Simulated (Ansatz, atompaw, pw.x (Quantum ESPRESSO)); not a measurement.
## What a changed setting does to a pw.x run (diamond H)

Potential: PAW, atompaw 4.2.0.5, PBE; core none, reference 1s1; waves: 1s (bound): rc 1.34 bohr; 1s channel at -0.15 Ry: rc 1.34 bohr; 2p channel at -0.15 Ry: rc 1.34 bohr; local part: bessel scheme, radius 1.12 bohr; core correction: none; augmentation: sinc compensation charge, radius 0.98 bohr; PAW radius 1.34 bohr; waves and projectors: custom polynom2 7 10 vanderbiltortho.

The reference run (k-mesh 15³, cutoffs 40/400 Ry, Fermi–Dirac 0.01 Ry, mixing_beta 0.4, conv_thr 1e-9, no spin) gives 0.25 GPa at 3.427 Å³/atom, where all-electron LAPW gives -0.21 GPa. This run, with its own iteration cap, changes degauss to 0.02.

```
&control
  calculation='scf', prefix='x', pseudo_dir='./', outdir='./tmp', tstress=.true., disk_io='none'
/
&system
  ibrav=0, nat=2, ntyp=1, ecutwfc=40, ecutrho=400, nbnd=8,
  occupations='smearing', smearing='fd', degauss=0.02
/
&electrons
  conv_thr=1e-09, mixing_beta=0.4, electron_maxstep=50
/
ATOMIC_SPECIES
H 1.0 H.UPF
CELL_PARAMETERS angstrom
  0.00000000 1.50766447 1.50766447
  1.50766447 0.00000000 1.50766447
  1.50766447 1.50766447 0.00000000
ATOMIC_POSITIONS crystal
H 0.0000 0.0000 0.0000
H 0.2500 0.2500 0.2500
K_POINTS automatic
15 15 15 0 0 0
```

```bash
pw.x < H.scf.in > H.scf.out
```

Problem. How does the run end?

Solution. It converges in 7 iterations; the free energy moves by -3.1 meV/atom and the pressure by -0.03 GPa. In a metal, with Fermi–Dirac smearing, F lies below its zero-width value by a term in the square of the width.

```
Message from routine setup:
     using ibrav=0 with symmetry is DISCOURAGED, use correct ibrav instead
     lattice parameter (alat)  =       4.0292  a.u.
     unit-cell volume          =      46.2531 (a.u.)^3
     number of electrons       =         2.00
     number of Kohn-Sham states=            8
     kinetic-energy cutoff     =      40.0000  Ry
     charge density cutoff     =     400.0000  Ry
     scf convergence threshold =      1.0E-09
     Exchange-correlation= SLA PW PBX PBC
     number of k points=   120  Fermi-Dirac smearing, width (Ry)=  0.0200
     iteration #  1     ecut=    40.00 Ry     beta= 0.40
     total energy              =      -2.21870116 Ry
     estimated scf accuracy    <       0.00526537 Ry
     iteration #  2     ecut=    40.00 Ry     beta= 0.40
     total energy              =      -2.21913893 Ry
     estimated scf accuracy    <       0.00188705 Ry
     iteration #  3     ecut=    40.00 Ry     beta= 0.40
     total energy              =      -2.21915904 Ry
     estimated scf accuracy    <       0.00000141 Ry
     iteration #  4     ecut=    40.00 Ry     beta= 0.40
     total energy              =      -2.21917113 Ry
     estimated scf accuracy    <       0.00001076 Ry
     iteration #  5     ecut=    40.00 Ry     beta= 0.40
     total energy              =      -2.21917222 Ry
     estimated scf accuracy    <          1.3E-09 Ry
     iteration #  6     ecut=    40.00 Ry     beta= 0.40
     total energy              =      -2.21917226 Ry
     estimated scf accuracy    <       0.00000002 Ry
     iteration #  7     ecut=    40.00 Ry     beta= 0.40
     the Fermi energy is     2.6458 ev
!    total energy              =      -2.21917227 Ry
     estimated scf accuracy    <          2.8E-11 Ry
     smearing contrib. (-TS)   =      -0.00124922 Ry
     convergence has been achieved in   7 iterations
          total   stress  (Ry/bohr**3)                   (kbar)     P=        2.26
     Message from routine punch:
     Nothing written, as per user request (disk_io='none')
```

The run took about 3.5 s on one core of a shared host (Intel(R) Xeon(R) CPU @ 2.60GHz, 96 threads, 756 GiB, load 13).
